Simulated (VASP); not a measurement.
A run of VASP 6.6.1 is set up as follows.

Contents of POSCAR:

```
MnS
1.0
    0.0000000000      2.6122498900      2.6122498900
    2.6122498900      0.0000000000      2.6122498900
    2.6122498900      2.6122498900      0.0000000000
Mn S
1 1
Direct
    0.0000000000      0.0000000000      0.0000000000
    0.5000000000      0.5000000000      0.5000000000
```

INCAR.step1

```
SYSTEM = MnS
PREC = Accurate
ENCUT = 520
ISMEAR = 0
SIGMA = 0.05
LREAL = .FALSE.
LASPH = .TRUE.
NELM = 150
ISPIN = 2
MAGMOM = 4.9 0.2
LMAXMIX = 4
NBANDS = 20
GGA = PE
ALGO = Normal
EDIFF = 1E-4
LWAVE = .TRUE.
LCHARG = .FALSE.
```

Contents of INCAR.step2:

```
SYSTEM = MnS
PREC = Accurate
ENCUT = 520
EDIFF = 1E-7
ISMEAR = 0
SIGMA = 0.05
LREAL = .FALSE.
LASPH = .TRUE.
NELM = 150
ALGO = Normal
ISIF = 2
LWAVE = .FALSE.
LCHARG = .FALSE.
ISPIN = 2
MAGMOM = 4.9 0.2
LORBIT = 11
LMAXMIX = 4
METAGGA = R2SCAN
LMIXTAU = .TRUE.
NBANDS = 20
ISTART = 1
```

File KPOINTS:

```
regular mesh
0
G
  6 6 6
  0 0 0
```

Potentials or basis: VASP PAW PBE potentials, release 64 (Mn_pv, S).

The run is started by

```console
$ cat potpaw_PBE.64/Mn_pv/POTCAR potpaw_PBE.64/S/POTCAR > POTCAR
$ cp INCAR.step1 INCAR
$ mpirun -np 1 vasp_std > vasp.out
$ cp INCAR.step2 INCAR
$ mpirun -np 1 vasp_std > vasp.out
```

(1) What does it give for the pressure?

(2) What does it give for the band gap on the k mesh?

(3) Predict the net moment.

(4) What does it give for the site moments?

## Answers

(1) -0.4 GPa.

(2) none (metal or under the smearing width).

(3) 4.97 μB per cell.

(4) Mn +4.50; S +0.14 μB.

Caveat: the PAW data sets were made with another functional, which shifts forces and pressure a little; a cell with one magnetic atom can't hold antiferromagnetic order, which such compounds often take; semilocal functionals often make such compounds metallic where correlation or magnetic order opens a gap, which also shifts bond lengths.
